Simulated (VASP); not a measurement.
# LiF (I4/mmm) in VASP: further runs

One crystal, LiF, is run at these levels: PBE; tasks: single point.

All numbers are computed with VASP 6.6.1; they aren't measurements. Logs are shortened: lines on timing, memory, paths and dates and some standing lists are left out, and cuts for length are marked.

## Step 1: The cell of the first run

Symmetry: I4/mmm, No. 139, tetragonal system. Conventional cell: a = 2.848 Å, b = 2.848 Å, c = 4.380 Å, α = 90.00°, β = 90.00°, γ = 90.00°. Li (site symmetry 4/mmm) is surrounded by 6 F at 2.01 to 2.19 Å. F (site symmetry 4/mmm) is surrounded by 6 Li at 2.01 to 2.19 Å.

## Step 2: Single point, PBE (strain +0.0875 x Voigt [0, 1, 0, 0, 0, 0], atoms carried along)

INCAR

```
SYSTEM = LiF
PREC = Accurate
ENCUT = 520
EDIFF = 1E-7
ISMEAR = 0
SIGMA = 0.05
LREAL = .FALSE.
LASPH = .TRUE.
NELM = 80
ALGO = Normal
ISIF = 2
LWAVE = .FALSE.
LCHARG = .TRUE.
GGA = PE
LELF = .TRUE.
LVHAR = .TRUE.
NBANDS = 12
```

KPOINTS

```
Automatic mesh
0
G
  10 10 10
  0 0 0
```

POSCAR

```
LiF
1.0
    0.0000000000      2.1902250000      2.0140000000
    2.0140000000      0.0000000000      2.0140000000
    2.0140000000      2.1902250000      0.0000000000
Li F
1 1
Direct
    0.0000000000      0.0000000000      0.0000000000
    0.5000000000      0.5000000000      0.5000000000
```

Potentials or basis: VASP PAW PBE potentials, release 64 (Li_sv, F).

Started as:

```sh
$ cat potpaw_PBE.64/Li_sv/POTCAR potpaw_PBE.64/F/POTCAR > POTCAR
$ mpirun -np 1 vasp_std > vasp.out
```

OUTCAR:

```text
SYSTEM = LiF
   PREC = Accurate
   ENCUT = 520
   EDIFF = 1E-7
   ISMEAR = 0
   LREAL = .FALSE.
   LASPH = .TRUE.
   NELM = 80
   ISIF = 2
   GGA = PE

 ion  position               nearest neighbor table
   1  0.000  0.000  0.000-   2 2.01   2 2.01   2 2.01   2 2.01   2 2.19   2 2.19
   2  0.500  0.500  0.500-   1 2.01   1 2.01   1 2.01   1 2.01   1 2.19   1 2.19

  LATTYP: Found a body centered tetragonal cell.
 ALAT       =     2.8482261146
 C/A-ratio  =     1.5379572491

  Lattice vectors:

 A1 = (   0.0000000000,  -2.1902250000,   2.0140000000)
 A2 = (   0.0000000000,  -2.1902250000,  -2.0140000000)
 A3 = (   2.0140000000,   2.1902250000,   0.0000000000)

Analysis of symmetry for initial positions (statically):
=====================================================================
 Subroutine PRICEL returns:
 Original cell was already a primitive cell.

 Routine SETGRP: Setting up the symmetry group for a
 body centered tetragonal supercell.

 Subroutine GETGRP returns: Found 16 space group operations
 (whereof 16 operations were pure point group operations)
 out of a pool of 16 trial point group operations.

The static configuration has the point symmetry D_4h.

Analysis of symmetry for dynamics (positions and initial velocities):
=====================================================================
 Subroutine PRICEL returns:
 Original cell was already a primitive cell.

 Routine SETGRP: Setting up the symmetry group for a
 body centered tetragonal supercell.

 Subroutine GETGRP returns: Found 16 space group operations
 (whereof 16 operations were pure point group operations)
 out of a pool of 16 trial point group operations.

The dynamic configuration has the point symmetry D_4h.

 Subroutine INISYM returns: Found 16 space group operations
 (whereof 16 operations are pure point group operations),
 and found     1 'primitive' translations

----------------------------------------------------------------------------------------

                                     Primitive cell

  volume of cell :      17.7680

  direct lattice vectors                    reciprocal lattice vectors
     0.000000000  2.190225000  2.014000000    -0.248262165  0.228287048  0.248262165
     2.014000000  0.000000000  2.014000000     0.248262165 -0.228287048  0.248262165
     2.014000000  2.190225000  0.000000000     0.248262165  0.228287048 -0.248262165

  length of vectors
     2.975446446  2.848226115  2.975446446     0.418787752  0.418787752  0.418787752

  position of ions in fractional coordinates (direct lattice)
     0.000000000  0.000000000  0.000000000
     0.500000000  0.500000000  0.500000000

  ion indices of the primitive-cell ions
   primitive index   ion index
                 1           1
                 2           2

----------------------------------------------------------------------------------------

 KPOINTS: Automatic mesh

Automatic generation of k-mesh.
 Grid dimensions read from file:
 generate k-points for:   10   10   10

 Generating k-lattice:

  Cartesian coordinates                     Fractional coordinates (reciprocal lattice)
    -0.024826216  0.022828705  0.024826216     0.100000000  0.000000000  0.000000000
     0.024826216 -0.022828705  0.024826216     0.000000000  0.100000000  0.000000000
     0.024826216  0.022828705 -0.024826216     0.000000000  0.000000000  0.100000000

  Length of vectors
     0.041878775  0.041878775  0.041878775

  Shift w.r.t. Gamma in fractional coordinates (k-lattice)
     0.000000000  0.000000000  0.000000000

 Subroutine IBZKPT returns following result:
 ===========================================

 Found    102 irreducible k-points:

 Following reciprocal coordinates:
            Coordinates               Weight
  0.000000  0.000000  0.000000      1.000000
  0.100000  0.000000  0.000000      8.000000
  0.200000  0.000000  0.000000      8.000000
  0.300000  0.000000  0.000000      8.000000
  0.400000  0.000000 -0.000000      8.000000
  0.500000  0.000000  0.000000      4.000000
[... 16 lines left out ...]
  0.300000  0.300000  0.000000      4.000000
  0.400000  0.300000 -0.000000     16.000000
 [... further k-points ...]
   k-points           NKPTS =    102   k-points in BZ     NKDIM =    102   number of bands    NBANDS=     12
   number of dos      NEDOS =    301   number of ions     NIONS =      2
   total plane-waves  NPLWV =  13824
   dimension x,y,z NGX =    24 NGY =   24 NGZ =   24
   dimension x,y,z NGXF=    48 NGYF=   48 NGZF=   48
   ions per type =               1   1
   NGX,Y,Z   is equivalent  to a cutoff of  13.41, 14.01, 13.41 a.u.
   NGXF,Y,Z  is equivalent  to a cutoff of  26.82, 28.02, 26.82 a.u.
 SYSTEM =  LiF
   PREC   = accura    normal or accurate (medium, high low for compatibility)
   ISTART =      0    job   : 0-new  1-cont  2-samecut
   ICHARG =      2    charge: 1-file 2-atom 10-const
   ISPIN  =      1    spin polarized calculation?
   LNONCOLLINEAR =      F non collinear calculations
   LSORBIT =      F    spin-orbit coupling
   LASPH  =      T    aspherical Exc in radial PAW
   ENCUT  =  520.0 eV  38.22 Ry    6.18 a.u.   5.53  5.30  5.53*2*pi/ulx,y,z
   NELM   =     80;   NELMIN=  2; NELMDL= -5     # of ELM steps
   EDIFF  = 0.1E-06   stopping-criterion for ELM
   LREAL  =      F    real-space projection
   EDIFFG = 0.1E-05   stopping-criterion for IOM
   NSW    =      0    number of steps for IOM
   IBRION =     -1    ionic relax: 0-MD 1-quasi-New 2-CG
   NFREE  =      0    steps in history (QN), initial steepest desc. (CG)
   ISIF   =      2    stress and relaxation
   ISYM   =      2    0-nonsym 1-usesym 2-fastsym
   POTIM  = 0.5000    time-step for ionic-motion
   TEBEG  =    0.0;   TEEND  =   0.0 temperature during run
   PSTRESS=    0.0 pullay stress
   NELECT =      10.0000    total number of electrons
   NUPDOWN=      -1.0000    fix difference up-down
   EMIN   =  10.00;   EMAX   =-10.00  energy-range for DOS
   EFERMI =   0.00;   METHOD = LEGACY
   ISMEAR =     0;   SIGMA  =   0.05  broadening in eV -4-tet -1-fermi 0-gaus
   EFERMI_NEDOS =   21; number of points for ismear=-14 and -15
   IALGO  =     38    algorithm
   IMIX   =      4    mixing-type and parameters
     AMIX     =   0.40;   BMIX     =  1.00
     AMIX_MAG =   1.60;   BMIX_MAG =  1.00
  volume/ion in A,a.u.               =       8.88        59.95
  Fermi-wavevector in a.u.,A,eV,Ry     =   1.351644  2.554237 24.857043  1.826941
  Thomas-Fermi vector in A             =   2.479049
   LORBIT       =      0    0 simple, 1 ext, 2 COOP (PROOUT), +10 PAW based schemes
   GGA     = PE    functional components
   LHFCALC =     F    Hartree Fock is set to
   AEXX    =    0.0000 exact exchange contribution
   IVDW    =     0    specifies the selected vdW correction
   LEPSILON=     F    determine dielectric tensor
   LRPA    =     F    only Hartree local field effects (RPA)
 non-spin polarized calculation
 Gauss-broadening in eV      SIGMA  =   0.05
  energy-cutoff  :      520.00
  volume of cell :       17.77
 maximum number of plane-waves:       493
 NGX is ok and might be reduce to    24
   NGX = 11   NGY = 11   NGZ = 11

 number of electron      10.0000008 magnetization

 Free energy of the ion-electron system (eV)
  ---------------------------------------------------
  ext. energy  EPLUGINS =         0.00000000
  ---------------------------------------------------
  free energy    TOTEN  =        -9.62107520 eV

  energy without entropy =       -9.62107520  energy(sigma->0) =       -9.62107520

 E-fermi :  -1.1400     XC(G=0):  -9.5697

 val. band max:       -1.4272246706   @ k =   0.0000   0.0000   0.0000
 cond. band min:       6.8539448595   @ k =   0.0000   0.0000   0.0000
 fundamental gap:      8.2811695301
 Fermi energy:        -1.1400371971

 k-point     1 :       0.0000    0.0000    0.0000
  band No.  band energies     occupation
      1     -42.6045      2.00000
      2     -21.2664      2.00000
      3      -1.5666      2.00000
      4      -1.5666      2.00000
      5      -1.4272      2.00000
      6       6.8539      0.00000
      7      20.3030      0.00000
      8      21.6279      0.00000
      9      22.0154      0.00000
     10      22.0154      0.00000
     11      22.3150      0.00000
     12      22.3150      0.00000

 k-point     2 :       0.1000    0.0000    0.0000
  band No.  band energies     occupation
      1     -42.6005      2.00000
      2     -21.2331      2.00000
      3      -1.7973      2.00000
      4      -1.5738      2.00000
      5      -1.4897      2.00000
      6       7.1491      0.00000
      7      18.8226      0.00000
      8      19.8530      0.00000
      9      20.9535      0.00000
     10      22.6417      0.00000
     11      23.1824      0.00000
     12      23.2170      0.00000

 k-point     3 :       0.2000    0.0000    0.0000
  band No.  band energies     occupation
      1     -42.5901      2.00000
      2     -21.1448      2.00000
      3      -2.4096      2.00000
      4      -1.5919      2.00000
      5      -1.5814      2.00000
      6       7.8271      0.00000
      7      16.5414      0.00000
      8      18.3458      0.00000
      9      19.6322      0.00000
     10      23.5397      0.00000
     11      24.3910      0.00000
     12      24.4429      0.00000

 k-point     4 :       0.3000    0.0000    0.0000
  band No.  band energies     occupation
      1     -42.5771      2.00000
      2     -21.0318      2.00000
      3      -3.0893      2.00000
      4      -1.6823      2.00000
      5      -1.6128      2.00000
      6       8.4702      0.00000
      7      15.0220      0.00000
      8      17.1535      0.00000
      9      18.4845      0.00000
     10      24.7524      0.00000
     11      25.8892      0.00000
     12      26.0387      0.00000

 k-point     5 :       0.4000    0.0000   -0.0000
  band No.  band energies     occupation
      1     -42.5667      2.00000
      2     -20.9375      2.00000
      3      -3.5925      2.00000
      4      -1.7605      2.00000
      5      -1.6283      2.00000
      6       8.7870      0.00000
      7      14.3720      0.00000
      8      16.3867      0.00000
      9      17.7271      0.00000
     10      26.0702      0.00000
     11      27.3755      0.00000
     12      27.8008      0.00000
[... 228 lines left out ...]
      1     -42.5637      2.00000
      2     -20.8777      2.00000
      3      -3.2846      2.00000
      4      -2.5518      2.00000
      5      -1.7719      2.00000
      6       9.7557      0.00000
      7      14.1494      0.00000
      8      16.6969      0.00000
      9      17.3659      0.00000
     10      25.3519      0.00000
     11      26.0815      0.00000
     12      27.6070      0.00000

 k-point    22 :      -0.2000    0.2000    0.0000
  band No.  band energies     occupation
      1     -42.5738      2.00000
      2     -20.9811      2.00000
      3      -2.9047      2.00000
      4      -2.3358      2.00000
      5      -1.6404      2.00000
      6       9.0492      0.00000
      7      15.0037      0.00000
      8      17.0364      0.00000
      9      17.9523      0.00000
     10      24.0193      0.00000
     11      25.8826      0.00000
     12      27.2063      0.00000

 k-point    23 :       0.3000    0.3000    0.0000
  band No.  band energies     occupation
      1     -42.5660      2.00000
      2     -20.9002      2.00000
      3      -3.1954      2.00000
      4      -2.3279      2.00000
      5      -1.9482      2.00000
      6      10.1620      0.00000
      7      15.7529      0.00000
      8      16.9891      0.00000
      9      17.1258      0.00000
     10      18.1903      0.00000
     11      30.5282      0.00000
     12      31.8856      0.00000

 k-point    24 :       0.4000    0.3000   -0.0000
  band No.  band energies     occupation
      1     -42.5580      2.00000
      2     -20.8046      2.00000
      3      -3.5703      2.00000
      4      -2.4704      2.00000
      5      -2.0851      2.00000
      6      11.0525      0.00000
      7      14.4921      0.00000
      8      16.4183      0.00000
      9      17.3895      0.00000
     10      18.6043      0.00000
     11      30.5429      0.00000
     12      31.3217      0.00000

 [... further k-points ...]

------------------------ aborting loop because EDIFF is reached ----------------------------------------

  FORCE on cell =-STRESS in cart. coord.  units (eV):
  Direction    XX          YY          ZZ          XY          YZ          ZX
  --------------------------------------------------------------------------------------
  -------------------------------------------------------------------------------------
  Total       -0.2125827     -0.5564298     -0.2125827     -0.0000000     -0.0000000      0.0000000
  in kB      -19.1690573    -50.1745261    -19.1690573     -0.0000000     -0.0000000      0.0000000
  external PRESSURE =     -29.5042136 kB  Pullay stress =       0.0000000 kB

 VOLUME and BASIS-vectors are now :
 -----------------------------------------------------------------------------
  energy-cutoff  :      520.00
  volume of cell :       17.77
      direct lattice vectors                 reciprocal lattice vectors
     0.000000000  2.190225000  2.014000000    -0.248262165  0.228287048  0.248262165
     2.014000000  0.000000000  2.014000000     0.248262165 -0.228287048  0.248262165
     2.014000000  2.190225000  0.000000000     0.248262165  0.228287048 -0.248262165

 POSITION                                       TOTAL-FORCE (eV/Angst)
 -----------------------------------------------------------------------------------
      0.00000      0.00000      0.00000         0.000000     -0.000000     -0.000000
      2.01400      2.19022      2.01400        -0.000000      0.000000      0.000000
 -----------------------------------------------------------------------------------
    total drift:                               -0.000000     -0.000000      0.000000

  FREE ENERGIE OF THE ION-ELECTRON SYSTEM (eV)
  ---------------------------------------------------
  free  energy   TOTEN  =        -9.6210752027 eV

  energy  without entropy=       -9.6210752027  energy(sigma->0) =       -9.62107520
```

Run time: 11 s. Hardware: 1 thread of Intel Xeon Platinum 8488C (Sapphire Rapids), shared host; peak memory 0.14 GiB.

What came out:

- Free energy: -9.6211 eV
- Band gap on the k mesh: 8.28 eV, direct

Levels at points of the mesh, in eV from the valence-band top:
```csv
k point,band 3,band 4,band 5,band 6,band 7,band 8
"(0.00, 0.00, 0.00)",-0.14,-0.14,0.00,8.28,21.73,23.06
"(0.50, 0.00, 0.00)",-2.35,-0.36,-0.21,10.28,15.67,17.55
"(0.50, 0.50, 0.00)",-2.74,-1.28,-0.80,14.48,15.72,16.48
"(0.50, 0.00, 0.50)",-2.77,-0.82,-0.82,13.08,16.33,16.74
```

Caveat: the cutoff is under 1.25 times the usual one of these potentials, so pressure, stress and relaxed cells hold a basis-set (Pulay) error. A k mesh can miss the band edges.

## Step 3: Single point, PBE (strain -0.1000 x Voigt [0, 1, 0, 0, 0, 0], atoms carried along)

INCAR

```
SYSTEM = LiF
PREC     = Accurate       ! precision mode
ENCUT    = 520            ! plane-wave cutoff, eV
EDIFF    = 1E-7           ! SCF threshold, eV
ISMEAR   = 0              ! smearing method
SIGMA    = 0.05           ! smearing width, eV
LREAL    = .False.        ! projectors in reciprocal space
LASPH    = .True.         ! aspherical terms in the spheres
NELM     = 60             ! most SCF steps
ALGO     = Fast           ! electronic algorithm
ISIF     = 2              ! what is computed and relaxed
LWAVE    = .False.        ! write WAVECAR
LCHARG   = .True.         ! write CHGCAR
GGA      = PE             ! functional
LELF     = .True.         ! ELF
LVHAR    = .True.       
NBANDS   = 12             ! bands
```

KPOINTS

```
Automatic mesh
0
Gamma
  10 10 10
  0 0 0
```

POSCAR

```
LiF
1.0
    0.0000000000      1.8126000000      2.0140000000
    2.0140000000      0.0000000000      2.0140000000
    2.0140000000      1.8126000000      0.0000000000
Li F
1 1
Direct
    0.0000000000      0.0000000000      0.0000000000
    0.5000000000      0.5000000000      0.5000000000
```

Potentials or basis: VASP PAW PBE potentials, release 64 (Li_sv, F).

Started as:

```sh
$ cat potpaw_PBE.64/Li_sv/POTCAR potpaw_PBE.64/F/POTCAR > POTCAR
$ mpirun -np 1 vasp_std > vasp.out
```

Wall time 16 s (1 thread of Intel Xeon Platinum 8488C (Sapphire Rapids), shared host); peak memory 0.13 GiB.

It converged, with:

```
Free energy            : -9.5142 eV
Band gap on the k mesh : 9.92 eV, direct
```

Levels at points of the mesh, in eV from the valence-band top:
```
           k point  band 2  band 3  band 4  band 5  band 6  band 7  band 8  band 9
(0.00, 0.00, 0.00)  -20.37   -0.34    0.00    0.00    9.92   24.48   24.48   25.14
(0.50, 0.00, 0.00)  -19.88   -2.92   -0.48   -0.24   11.25   17.89   18.69   20.93
(0.50, 0.50, 0.00)  -19.55   -3.64   -1.51   -0.78   15.12   17.54   18.67   21.14
(0.50, 0.00, 0.50)  -19.41   -3.48   -1.51   -1.51   15.91   17.26   18.93   20.48
```

Caveat: the cutoff is under 1.25 times the usual one of these potentials, so pressure, stress and relaxed cells hold a basis-set (Pulay) error.

## Step 4: Single point, PBE (strain +0.0750 x Voigt [0, 1, 0, 0, 0, 0], atoms carried along)

INCAR

```
SYSTEM = LiF
PREC = Accurate
ENCUT = 520
EDIFF = 1E-7
ISMEAR = 0
SIGMA = 0.05
LREAL = .FALSE.
LASPH = .TRUE.
NELM = 60
ALGO = Fast
ISIF = 2
LWAVE = .FALSE.
LCHARG = .TRUE.
GGA = PE
LELF = .TRUE.
LVHAR = .TRUE.
NBANDS = 12
```

KPOINTS

```
regular mesh
0
G
  10 10 10
  0 0 0
```

POSCAR

```
LiF
1.0
    0.0000000000      2.1650500000      2.0140000000
    2.0140000000      0.0000000000      2.0140000000
    2.0140000000      2.1650500000      0.0000000000
Li F
1 1
Direct
    0.0000000000      0.0000000000      0.0000000000
    0.5000000000      0.5000000000      0.5000000000
```

Started as:

```sh
$ cat potpaw_PBE.64/Li_sv/POTCAR potpaw_PBE.64/F/POTCAR > POTCAR
$ mpirun -np 1 vasp_std > vasp.out
```

It took 17 s on 1 thread of Intel Xeon Platinum 8488C (Sapphire Rapids), shared host; peak memory 0.14 GiB.

Results (log left out):

- Free energy: -9.6265 eV
- Band gap on the k mesh: 8.38 eV, direct

Levels at points of the mesh, in eV from the valence-band top:
| k point | band 2 | band 3 | band 4 | band 5 | band 6 | band 7 | band 8 | band 9 |
| --- | --- | --- | --- | --- | --- | --- | --- | --- |
| (0.00, 0.00, 0.00) | -19.86 | -0.13 | -0.13 | 0.00 | 8.38 | 22.00 | 23.21 | 23.51 |
| (0.50, 0.00, 0.00) | -19.49 | -2.38 | -0.35 | -0.21 | 10.33 | 15.81 | 17.71 | 18.89 |
| (0.50, 0.50, 0.00) | -19.24 | -2.78 | -1.25 | -0.83 | 14.52 | 15.80 | 16.60 | 18.58 |
| (0.50, 0.00, 0.50) | -19.32 | -2.81 | -0.85 | -0.85 | 13.29 | 16.47 | 16.70 | 20.03 |

Caveat: the cutoff is under 1.25 times the usual one of these potentials, so pressure, stress and relaxed cells hold a basis-set (Pulay) error. A k mesh can miss the band edges.

## Step 5: The runs side by side

| cell | gap on the mesh (eV) |
| --- | --- |
| strain +0.0875 x Voigt [0, 1, 0, 0, 0, 0], atoms carried along | 8.28 |
| strain -0.1000 x Voigt [0, 1, 0, 0, 0, 0], atoms carried along | 9.92 |
| strain +0.0750 x Voigt [0, 1, 0, 0, 0, 0], atoms carried along | 8.38 |

Alike in all rows: task single point; level PBE; potentials or basis VASP PAW PBE potentials, release 64 (Li_sv, F); no spin polarisation; k mesh 10 × 10 × 10; cutoff (eV) 520; smearing gaussian 0.05 eV.

Caveats: the cutoff is under 1.25 times the usual one of these potentials, so pressure, stress and relaxed cells hold a basis-set (Pulay) error.

Absolute energies hang on the potentials; compare differences alone.
